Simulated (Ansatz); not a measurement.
Born–Oppenheimer molecular dynamics of a periodic cell of 17 atoms, Si (host Si, host structure diamond, interstitial Si). It goes on from the last frame of an earlier run, with new velocities.

Theory: DFT PBE, scalar-relativistic, plane waves, PAW in Ansatz 0.2.0. Settings: accuracy low, PAW set soft_1, cutoff 420 eV, k mesh 2x2x2, fermi-dirac smearing 0.05 eV, no spin polarisation.

| Property | Result |
| --- | --- |
| ensemble | NVT, Langevin thermostat |
| time step | 2 fs |
| steps asked | 300 |
| set temperature | 2100 K |
| friction | 0.01 /fs |
| seed | 644442 |

First frame:

```xyz
17
Lattice="0.0000 5.4300 5.4300 5.4300 0.0000 5.4300 5.4300 5.4300 0.0000" Properties=species:S:1:pos:R:3
Si 0.471 -0.235 0.002
Si 1.141 1.205 2.289
Si 3.256 3.691 -0.869
Si 4.758 3.807 1.315
Si 2.851 -0.416 2.866
Si 4.389 0.882 4.107
Si 5.862 2.140 3.327
Si 6.857 2.353 5.507
Si 0.014 3.242 2.452
Si 1.912 3.932 3.798
Si 3.038 5.114 2.211
Si 4.291 6.878 3.554
Si 3.159 2.610 5.060
Si 4.128 4.385 6.112
Si 6.105 4.693 4.524
Si 6.908 6.455 6.368
Si 4.209 6.918 5.888
```

**Question.** What does the run give?

**Answer.** All steps were run.

```json
{
 "steps done": "300",
 "time covered": "600 fs",
 "mean temperature over the second half": "2156 K",
 "spread of the potential energy over the second half": "29.9 meV per atom",
 "mean potential energy of the second half above the start": "124.5 meV per atom"
}
```

A run of 0.6 ps of so small a system gives no equilibrium averages. Limits of this set-up: coarse k mesh, low accuracy level.

**Question.** What happens to the structure?

**Answer.** Mean squared displacements from the first frame to the last, about the centre of mass: Si 4.94 Å². Another seed would give other details.

**Question.** How do temperature and energy run in time?

**Answer.** 
```tsv
time (fs)	T (K)	potential energy less start (eV)
0.0	1976	0.000
50.0	1895	0.081
100.0	2719	0.074
150.0	2107	1.186
200.0	1505	2.290
250.0	2020	2.441
300.0	2388	1.967
350.0	2231	2.163
400.0	2711	2.091
450.0	1525	2.953
500.0	1829	2.681
550.0	1622	2.097
600.0	1705	1.757
```

Run time: 16 min on 1 thread of Intel(R) Xeon(R) Platinum 8488C (Sapphire Rapids) (shared host), peak memory 0.66 GiB.
